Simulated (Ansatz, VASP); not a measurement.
**CaO: VASP beside Ansatz**

Contents of INCAR:

```
SYSTEM = CaO
PREC = Accurate
ENCUT = 520
EDIFF = 1E-7
ISMEAR = -1
SIGMA = 0.05
LREAL = .False.
LASPH = .True.
NELM = 60
ALGO = Normal
ISIF = 2
LWAVE = .False.
LCHARG = .False.
GGA = PE
NBANDS = 24
```

The input KPOINTS:

```
Automatic mesh
0
Gamma
  8 8 6
  0 0 0
```

Contents of POSCAR:

```
CaO
1.0
    3.9380235915      0.0000000000      0.0000000000
   -1.9690117957      3.4104284710      0.0000000000
    0.0000000000      0.0000000000      4.7201720826
Ca O
2 2
Direct
    0.6666666667      0.3333333333      0.2500000000
    0.3333333333      0.6666666667      0.7500000000
    0.6666666667      0.3333333333      0.7500000000
    0.3333333333      0.6666666667      0.2500000000
```

File input.yaml:

```yaml
crystal:
  lattice:
    - [3.9380235915, 0.0, 0.0]
    - [-1.9690117957, 3.410428471, 0.0]
    - [0.0, 0.0, 4.7201720826]
  atoms:
    - { symbol: Ca, position: [0.6666666667, 0.3333333333, 0.25] }
    - { symbol: Ca, position: [0.3333333333, 0.6666666667, 0.75] }
    - { symbol: O, position: [0.6666666667, 0.3333333333, 0.75] }
    - { symbol: O, position: [0.3333333333, 0.6666666667, 0.25] }
hamiltonian:
  xc: pbe
  pseudopotentials: { kind: paw }
kpoints:
  mp_grid: { grid: [8, 8, 6] }
scf:
  occupations: { method: fermi_dirac, width: 0.05 }
output:
  forces: true
  stress: true
  eigenvalues: true
```

Change from the starting cell: volume scaled by 0.96.

Alike in both runs: task single point; functional PBE; k mesh 8 × 8 × 6; occupations fermi-dirac, width 0.05 eV; no spin polarisation.

|  | VASP | Ansatz |
| --- | --- | --- |
| version | VASP 6.6.1 | Ansatz 0.2.0 |
| potentials or method | VASP PAW PBE potentials, release 64 (Ca_sv, O) | Ansatz PAW |
| plane-wave cutoff (eV) | 520 | 420 |
| valence electrons in the cell | 32 | 32 |

Ansatz gave:

```
gap on the k mesh at the Fermi level (eV)       : 3.32
least direct gap on the mesh (eV)               : 3.32
pressure (GPa)                                  : 5.0
largest component of the traceless stress (GPa) : 0.57
```

**Question.** Estimate VASP's values.

**Answer.** gap on the k mesh at the Fermi level (eV): 3.30; least direct gap on the mesh (eV): 3.30; pressure (GPa): 5.6; largest component of the traceless stress (GPa): 0.60.

Caveats: the pressure holds a Pulay correction of +0.4 GPa for the finite cutoff (Ansatz). A k mesh can miss the band edges.
